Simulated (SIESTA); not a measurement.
HgTe:

```xyz
2
Lattice="-3.0456 3.0456 1.5594 3.0456 -3.0456 1.5594 3.0456 3.0456 -1.5594" Properties=species:S:1:pos:R:3 pbc="T T T"
Hg    0.0000    3.0456    0.7797
Te    0.0000    0.0000    0.0000
```

Measurements of this composition are mostly on another form, of space group No. 216.

```yaml
Program: SIESTA 5.4.2
Task: relaxation of cell and atoms
Functional: PBEsol
Potentials_or_basis: PseudoDojo 0.4 standard (PBEsol files)
Basis: DZP (energy shift 0.003 Ry; two zetas on semicore shells)
Grid_cutoff: 800 Ry
Energy_shift: 0.003 Ry
k_mesh: 8 × 8 × 8
Occupations: fermi-dirac, width 0.05 eV
Spin: no spin polarisation
```

At the start: pressure -4.9 GPa; volume 28.93 Å³/atom.

Q: Where does the relaxation end?

A: Over 9 steps the energy falls by 56.6 meV/atom and the volume is 25.99 Å³/atom (-10.2 %); space group I-4m2 (No. 119, to 0.05 Å).

The path:
| step | energy change (eV) | largest force (eV/Å) | pressure (GPa) | volume (Å³) |
| --- | --- | --- | --- | --- |
| 1 | 0.0000 | 0.0001 | -4.92 | 57.86 |
| 2 | -0.0081 | 0.0001 | -4.78 | 57.61 |
| 3 | -0.1031 | 0.0001 | 2.13 | 50.43 |
| 4 | -0.0119 | 0.0001 | 7.91 | 47.35 |
| 5 | -0.0964 | 0.0003 | -1.96 | 53.84 |
| 6 | -0.0895 | 0.0001 | -2.43 | 54.31 |
| 7 | -0.0978 | 0.0006 | -2.09 | 53.90 |
| 8 | -0.1133 | 0.0010 | 0.10 | 51.87 |
| 9 | -0.1133 | 0.0007 | -0.04 | 51.98 |

Final structure:
```xyz
2
Lattice="-2.9109 2.9108 1.5338 2.9108 -2.9109 1.5338 2.9105 2.9105 -1.5338" Properties=species:S:1:pos:R:3 pbc="T T T"
Hg    0.0001    2.9104    0.7669
Te    0.0002   -0.0002    0.0000
```

Caveat: short orbitals over semicore shells can move pressures by several GPa; the basis of atomic orbitals isn't converged, which shifts pressures, moduli and gaps.
